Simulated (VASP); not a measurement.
Te2Mo, 9 atoms in the cell. The cell holds a sheet with vacuum, 9 atoms: a = 3.520 Å, b = 3.520 Å, c = 35.590 Å, α = 90.00°, β = 90.00°, γ = 120.00°. The cell was built by a generator and needn't be a form met in nature.

| Item | Value |
| --- | --- |
| Program | VASP 6.6.1 |
| Task | work function |
| Functional | LDA |
| Potentials or basis | VASP PAW LDA potentials, release 64 (Te, Mo_sv) |
| Cutoff | 520 eV |
| k mesh | 10 × 10 × 1 |
| Occupations | fermi-dirac, width 0.05 eV |
| Spin | no spin polarisation |
| Further INCAR settings | ALGO = Normal; EDIFF = 1e-06 |

Potentials or basis: VASP PAW LDA potentials, release 64 (Te, Mo_sv).

Launch:

```sh
$ cat potpaw_LDA.64/Te/POTCAR potpaw_LDA.64/Mo_sv/POTCAR > POTCAR
$ mpirun -np 1 vasp_std > vasp.out
```

Hardware: 1 thread of AMD EPYC 9R45 96-Core Processor (Zen 5) (shared host).

Q: Estimate the wall time of this run.

A: It took 6 min on 1 thread of AMD EPYC 9R45 96-Core Processor (Zen 5), with other jobs on the host, peak memory 0.45 GiB. Counts: scf iterations 27, k points 14.
